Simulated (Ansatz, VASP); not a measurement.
One calculation of Rb, two programs

The input INCAR:

```
ALGO = Normal ; EDIFF = 1E-7
ENCUT = 520 ; GGA = CA
ISIF = 2 ; ISMEAR = 0
LASPH = True ; LCHARG = False
LREAL = False ; LWAVE = False
NBANDS = 10 ; NELM = 100
PREC = Accurate ; SIGMA = 0.15
```

Contents of KPOINTS:

```
k-points
0
Gamma
  12 12 12
```

Contents of POSCAR:

```
Rb
1.0
   -2.5815200000      2.5815200000      2.9182400000
    2.5815200000     -2.5815200000      2.9182400000
    2.5815200000      2.5815200000     -2.9182400000
Rb
1
Direct
    0.0000000000      0.0000000000      0.0000000000
```

Input for Ansatz:

```yaml
crystal:
  lattice:
    - [-2.58152, 2.58152, 2.91824]
    - [2.58152, -2.58152, 2.91824]
    - [2.58152, 2.58152, -2.91824]
  atoms:
    - { symbol: Rb, position: [0.0, 0.0, 0.0] }
basis:
  ecutwfc: 420
kpoints:
  mp_grid: { grid: [12, 12, 12] }
hamiltonian:
  xc: lda
scf:
  occupations: { method: gaussian, width: 0.15 }
output:
  forces: true
  stress: true
  eigenvalues: true
```

Change from the starting cell: strain -0.080 along x and y, +0.040 along z, atoms carried along.

Alike in both runs: task single point; functional LDA; k mesh 12 × 12 × 12; occupations gaussian, width 0.15 eV; no spin polarisation.

|  | VASP | Ansatz |
| --- | --- | --- |
| version | VASP 6.6.1 | Ansatz 0.2.0 |
| potentials or method | VASP PAW LDA potentials, release 64 (Rb_sv) | scalar-relativistic, plane waves, PAW |
| plane-wave cutoff (eV) | 520 | 420 |
| valence electrons in the cell | 9 | 9 |

|  | VASP | Ansatz | Ansatz less VASP |
| --- | --- | --- | --- |
| gap on the k mesh at the Fermi level (eV) | none | none | - |
| pressure (GPa) | 0.0 | 0.0 | 0.00 |

A gap of «none» marks a metal or a gap that the smearing closes.
